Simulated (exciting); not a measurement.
# WC (Fm-3m) in exciting: optical spectrum with LDA-GL

Aim: the optical spectrum of WC with LDA-GL.

All numbers are computed with exciting (release sodium); they aren't measurements. Logs are shortened: lines on timing, memory, paths and dates and some standing lists are left out, and cuts for length are marked.

## (1) The crystal as given

Symmetry: Fm-3m, No. 225, cubic system. Conventional cell: a = 4.385 Å, b = 4.385 Å, c = 4.385 Å, α = 90.00°, β = 90.00°, γ = 90.00°. W (site symmetry m-3m) has 6 C at 2.19 Å as nearest neighbours. Around C (site symmetry m-3m) lie 6 W at 2.19 Å.

Measurements of this composition are mostly on another form, of space group No. 187.

## (2) Optical spectrum, LDA-GL

The input, input.xml:

```xml
<input>
  <title>WC</title>
  <structure speciespath="./" tshift="false">
    <crystal scale="5.8598960554">
      <basevect>0.000000000000 0.707106781191 0.707106781191</basevect>
      <basevect>0.707106781191 0.000000000000 0.707106781191</basevect>
      <basevect>0.707106781191 0.707106781191 0.000000000000</basevect>
    </crystal>
    <species speciesfile="W.xml" rmt="2.3">
      <atom coord="0.000000000000 0.000000000000 0.000000000000"/>
    </species>
    <species speciesfile="C.xml" rmt="1.45">
      <atom coord="0.500000000000 0.500000000000 0.500000000000"/>
    </species>
  </structure>
  <groundstate do="fromscratch" ngridk="8 8 8" rgkmax="6.5" gmaxvr="14" lmaxapw="10" lmaxmat="10" lmaxvr="8" stype="Fermi Dirac" swidth="0.00499791" nempty="32" ValenceRelativity="iora*" epsengy="1e-05" epspot="1e-05" maxscl="60" outputlevel="low" vkloff="0.5 0.5 0.5">
    <libxc exchange="XC_LDA_X" correlation="XC_LDA_C_GL"/>
  </groundstate>
  <properties>
    <momentummatrix/>
    <dielmat intraband="false" scissor="0.018375" wmax="0.8" wgrid="200" swidth="0.004" tevout="true">
      <epscomp>1 1</epscomp>
      <epscomp>2 2</epscomp>
      <epscomp>3 3</epscomp>
    </dielmat>
  </properties>
</input>
```

Potentials or basis: all-electron LAPW+lo, shipped species files, valence relativity iora*.

The run is started by

```bash
$ OMP_NUM_THREADS=1 exciting_smp
```

INFO.OUT:

```text
================================================================================
EXCITING SODIUM started
[... 10 lines left out ...]

 Lattice vectors (cartesian) :
      0.0000000000      4.1435722378      4.1435722378
      4.1435722378      0.0000000000      4.1435722378
      4.1435722378      4.1435722378      0.0000000000

 Reciprocal lattice vectors (cartesian) :
     -0.7581845985      0.7581845985      0.7581845985
      0.7581845985     -0.7581845985      0.7581845985
      0.7581845985      0.7581845985     -0.7581845985

 Unit cell volume                           :     142.2835654384
 Brillouin zone volume                      :       1.7433511220

 Species :    1 (W)
     parameters loaded from                 :    W.xml
     name                                   :    tungsten

     atomic positions (lattice) :
       1 :   0.00000000  0.00000000  0.00000000

 Species :    2 (C)
     parameters loaded from                 :    C.xml
     name                                   :    carbon

     atomic positions (lattice) :
       1 :   0.50000000  0.50000000  0.50000000

 Total number of atoms per unit cell        :       2

 Spin treatment                             :    spin-unpolarised

 Number of Bravais lattice symmetries       :      48
 Number of crystal symmetries               :      48

 k-point grid                               :       8    8    8
 k-point offset :       0.500000  0.500000  0.500000
 Total number of k-points                   :      60
 k-point set is reduced with crystal symmetries

 R^MT_min * |G+k|_max (rgkmax)              :       6.50000000

 G-vector grid sizes                        :      27    27    27
 Total number of G-vectors                  :    6615

 Total nuclear charge                       :     -80.00000000
 Total electronic charge                    :      80.00000000

 Number of empty states                     :      32
 Total number of valence states             :      49

 Exchange-correlation type                  :     100
     libxc; exchange: Slater exchange; correlation: Gunnarson & Lundqvist (see libxc for references)

 Smearing scheme                            :    Fermi-Dirac
 Smearing width                             :       0.00499791

++++++++++++++++++++++++++++++++++++++++++++++++++++++++++++++++++++++++++++++++
+ Ending initialization                                                        +
++++++++++++++++++++++++++++++++++++++++++++++++++++++++++++++++++++++++++++++++

********************************************************************************
* Groundstate module started                                                   *
********************************************************************************
 Output level for this task is set to low

++++++++++++++++++++++++++++++++++++++++++++++++++++++++++++++++++++++++++++++++
[... 5 lines left out ...]
+ SCF iteration number :    1                                                  +
++++++++++++++++++++++++++++++++++++++++++++++++++++++++++++++++++++++++++++++++
 Total energy                               :    -16171.14739050
 _______________________________________________________________
 Fermi energy                               :         0.57593231
 DOS at Fermi energy (states/Ha/cell)       :        21.83013317
 Electron charge: Core leakage              :         0.00008705

++++++++++++++++++++++++++++++++++++++++++++++++++++++++++++++++++++++++++++++++
+ SCF iteration number :    2                                                  +
++++++++++++++++++++++++++++++++++++++++++++++++++++++++++++++++++++++++++++++++
 Total energy                               :    -16195.57398253
 _______________________________________________________________
 Fermi energy                               :         0.56709790
 DOS at Fermi energy (states/Ha/cell)       :        24.96465954
 Electron charge: Core leakage              :         0.00008959

 RMS change in effective potential (target) :  0.482372E-01  ( 0.100000E-04)
 Absolute change in total energy   (target) :   24.4266      ( 0.100000E-04)
 Charge distance                   (target) :  0.163229E-01  ( 0.100000E-04)

++++++++++++++++++++++++++++++++++++++++++++++++++++++++++++++++++++++++++++++++
+ SCF iteration number :    3                                                  +
++++++++++++++++++++++++++++++++++++++++++++++++++++++++++++++++++++++++++++++++
 Total energy                               :    -16197.76637236
 _______________________________________________________________
 Fermi energy                               :         0.56728970
 DOS at Fermi energy (states/Ha/cell)       :        27.31611782
 Electron charge: Core leakage              :         0.00008952

 RMS change in effective potential (target) :  0.287014E-01  ( 0.100000E-04)
 Absolute change in total energy   (target) :   2.19239      ( 0.100000E-04)
 Charge distance                   (target) :  0.304385E-02  ( 0.100000E-04)

++++++++++++++++++++++++++++++++++++++++++++++++++++++++++++++++++++++++++++++++
+ SCF iteration number :    4                                                  +
++++++++++++++++++++++++++++++++++++++++++++++++++++++++++++++++++++++++++++++++
 Total energy                               :    -16196.22265422
 _______________________________________________________________
 Fermi energy                               :         0.57673594
 DOS at Fermi energy (states/Ha/cell)       :        24.79918311
 Electron charge: Core leakage              :         0.00008734

 RMS change in effective potential (target) :  0.278715E-01  ( 0.100000E-04)
 Absolute change in total energy   (target) :   1.54372      ( 0.100000E-04)
 Charge distance                   (target) :  0.359204E-02  ( 0.100000E-04)
[... 88 lines left out ...]
 RMS change in effective potential (target) :  0.401122E-07  ( 0.100000E-04)
 Absolute change in total energy   (target) :  0.149676E-03  ( 0.100000E-04)
 Charge distance                   (target) :  0.493426E-07  ( 0.100000E-04)

++++++++++++++++++++++++++++++++++++++++++++++++++++++++++++++++++++++++++++++++
+ SCF iteration number :   12                                                  +
++++++++++++++++++++++++++++++++++++++++++++++++++++++++++++++++++++++++++++++++
 Total energy                               :    -16196.30593993
 _______________________________________________________________
 Fermi energy                               :         0.57405206
 DOS at Fermi energy (states/Ha/cell)       :        27.60077445
 Electron charge: Core leakage              :         0.00008810

 RMS change in effective potential (target) :  0.919041E-08  ( 0.100000E-04)
 Absolute change in total energy   (target) :  0.272254E-05  ( 0.100000E-04)
 Charge distance                   (target) :  0.525419E-08  ( 0.100000E-04)

++++++++++++++++++++++++++++++++++++++++++++++++++++++++++++++++++++++++++++++++
+ SCF iteration number :   13                                                  +
++++++++++++++++++++++++++++++++++++++++++++++++++++++++++++++++++++++++++++++++
 Total energy                               :    -16196.30593866
 _______________________________________________________________
 Fermi energy                               :         0.57405206
 DOS at Fermi energy (states/Ha/cell)       :        27.60077356
 Electron charge: Core leakage              :         0.00008810

 RMS change in effective potential (target) :  0.231198E-08  ( 0.100000E-04)
 Absolute change in total energy   (target) :  0.127013E-05  ( 0.100000E-04)
 Charge distance                   (target) :  0.763578E-09  ( 0.100000E-04)

++++++++++++++++++++++++++++++++++++++++++++++++++++++++++++++++++++++++++++++++
| Convergency criteria checked for the last 2 iterations                       +
| Convergence targets achieved. Performing final SCF iteration                 +
++++++++++++++++++++++++++++++++++++++++++++++++++++++++++++++++++++++++++++++++
 Total energy                               :    -16196.30593340
 _______________________________________________________________
 Fermi energy                               :         0.57405204
 DOS at Fermi energy (states/Ha/cell)       :        27.60077075
 Electron charge: Core leakage              :         0.00008810

++++++++++++++++++++++++++++++++++++++++++++++++++++++++++++++++++++++++++++++++
[... 12 lines left out ...]
| EXCITING SODIUM stopped                                                      =
================================================================================
```

Run time: 66 s. Hardware: 1 thread of Intel Xeon 6975P-C (Granite Rapids), shared host; peak memory 0.44 GiB.

Results:

| Quantity | Value |
| --- | --- |
| Free energy | -440723.9993 eV |
| Density of states at the Fermi level | 1.01 states/eV per cell |

Dielectric function (mean over the directions given):
```tsv
energy (eV)	real part	imaginary part
0.33	24.08	0.38
1.31	43.66	18.37
2.29	12.13	12.33
3.37	4.36	10.64
4.35	1.85	14.47
5.44	0.36	7.28
6.42	4.94	9.55
7.51	-0.68	7.65
8.49	3.77	9.70
9.58	-1.46	5.33
10.56	-0.80	4.42
11.65	-1.14	6.65
12.63	-0.45	4.11
13.71	-1.80	4.40
14.69	-1.67	2.45
15.78	-2.04	2.20
16.76	-0.97	0.86
17.85	-0.67	1.10
18.83	-0.09	1.19
19.92	-0.37	1.27
```

Caveat: the log's total energy holds no entropy term; the free energy is that total less TS from the occupations; the intraband (Drude) term of the metal is left out; the scissor shift is a trial value, not fitted to this crystal; spectra need much finer meshes, so this one isn't converged; independent-particle spectra lack excitons. Spin-orbit coupling is left out, which matters for the levels of W.
